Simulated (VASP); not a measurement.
The system is KF.

```
K F
1.0
     0.00000    2.65441    2.65441
     2.65441    0.00000    2.65441
     2.65441    2.65441    0.00000
K F
1 1
Direct
  0.00000 0.00000 0.00000
  0.50000 0.50000 0.50000
```

The cell is a database's computed one.

Base run:

| Item | Value |
| --- | --- |
| Program | VASP 6.6.1 |
| Functional | PBEsol |
| Potentials or basis | VASP PAW PBE potentials, release 64 (K_sv, F) |
| Cutoff | 520 eV |
| k mesh | 12 × 12 × 12 |
| Occupations | gaussian, width 0.02 eV |
| Spin | no spin polarisation |

Its results: band gap on the k mesh 6.13 eV, direct; pressure 0.0 GPa.

Problem. The run is repeated on the same cell with these changes: functional from PBEsol to r2SCAN; k mesh from 12 × 12 × 12 to 8 × 8 × 8. What comes out?

Solution. Band gap on the k mesh 6.94 eV, direct; pressure 0.2 GPa.

Several settings changed at once, so the effect can't be laid on one alone.

Caveats: the PAW data sets were made with another functional, which shifts forces and pressure a little.

A k mesh can miss the band edges.

Not every run made on this cell is shown here.
